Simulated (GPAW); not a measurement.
Wanted: an ASE script for a GPAW 26.7.0 run.

```yaml
Task: single point
Functional: PBE
Potentials_or_basis: GPAW PAW data sets (gpaw-data 1.2.1)
Cutoff: 600 eV
Basis: pw
k_mesh: 7 × 7 × 7
Occupations: gaussian, width 0.02 eV
Spin: no spin polarisation
Maxiter: 150
```

The structure of Rb lies in POSCAR:

```
Rb
1.0
    4.8540723900      0.0000000000      0.0000000000
   -1.6180241296      4.5764633379      0.0000000000
   -1.6180241296     -2.2882316682      3.9633335106
Rb
1
Direct
    0.0000000000      0.0000000000      0.0000000000
```

The cell isn't the ideal one: the cell as VASP's run set it.

These files were run (other wordings do the same):

run.py

```python
from ase.dft.bandgap import bandgap
from ase.io import read, write
from ase.units import GPa
from gpaw import GPAW, PW

atoms = read('POSCAR')

calc = GPAW(mode=PW(600),
            xc='PBE',
            kpts={'size': (7, 7, 7), 'gamma': True},
            occupations={'name': 'methfessel-paxton', 'order': 0, 'width': 0.02},
            nbands=11,
            convergence={'density': 1e-05, 'energy': 1e-05},
            maxiter=150,
            txt='gpaw.txt')
atoms.calc = calc
energy = atoms.get_potential_energy()
forces = atoms.get_forces()
stress = atoms.get_stress()
calc.write('gs.gpw')
write('result.traj', atoms)
print(f'Energy: {energy:.6f} eV')
print('Forces (eV/A):')
print(forces.round(4))
print('Stress (GPa):', (stress / GPa).round(3))
print('Fermi level:', round(calc.get_fermi_level(), 4), 'eV')
print(f'Gap: {bandgap(calc)[0]:.4f} eV, direct: {bandgap(calc, direct=True)[0]:.4f} eV')
```

Potentials or basis: GPAW PAW data sets (gpaw-data 1.2.1), pw.

Launch:

```sh
$ OMP_NUM_THREADS=1 python run.py
```

It gave:

```
Pressure               : 0.1 GPa
Band gap on the k mesh : none (metal or under the smearing width)
```

Run time: 20 s on 1 thread of Arm Neoverse V1, on a shared host, peak memory 0.18 GiB.
